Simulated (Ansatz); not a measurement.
Set up this calculation in Ansatz 0.2.0, as the native input.

```
Task                : Born charges and dielectric tensor
Functional          : PBE
Potentials or basis : Ansatz PAW
Cutoff              : 420 eV (not typed: the program's choice for these potentials)
k mesh              : 8 × 8 × 8
Occupations         : fixed
Spin                : no spin polarisation
```

The system is CdSe.

```
CELL_PARAMETERS angstrom
0.00000 3.07027 3.07027
3.07027 0.00000 3.07027
3.07027 3.07027 0.00000
ATOMIC_POSITIONS crystal
Cd 0.00000 0.00000 0.00000
Se 0.25000 0.25000 0.25000
```

Measurements of this composition are mostly on another form, of space group No. 186.

These files were run (other wordings do the same):

input.yaml

```yaml
crystal:
  lattice:
    - [0.0, 3.0702711986, 3.0702711986]
    - [3.0702711986, 0.0, 3.0702711986]
    - [3.0702711986, 3.0702711986, 0.0]
  atoms:
    - { symbol: Cd, position: [0.0, 0.0, 0.0] }
    - { symbol: Se, position: [0.25, 0.25, 0.25] }
hamiltonian:
  xc: pbe
  pseudopotentials: { kind: paw }
kpoints:
  mp_grid: { grid: [8, 8, 8] }
scf:
  occupations: { method: fixed }
output:
  eigenvalues: true
dielectric:
  method: response
```

Potentials or basis: Ansatz PAW.

Command:

```bash
$ ansatz run input.yaml --threads 2 --pin off --max-ram 5632MiB --backend cpu --events-out ev --progress --plain --runs-dir out
```

It gave:

```json
{
 "Band gap on the k mesh": "0.55 eV, direct",
 "Electronic dielectric tensor (diagonal)": "7.91",
 "Born charges (mean of the diagonal)": "Cd +2.28; Se -2.28 e"
}
```

Caveat: the gap is small at this level, which inflates the dielectric constant.

Wall time 2.5 min on 2 threads of Intel(R) Xeon(R) Processor @ 2.50GHz (Skylake/Cascade Lake), with other jobs on the host, peak memory 0.74 GiB.
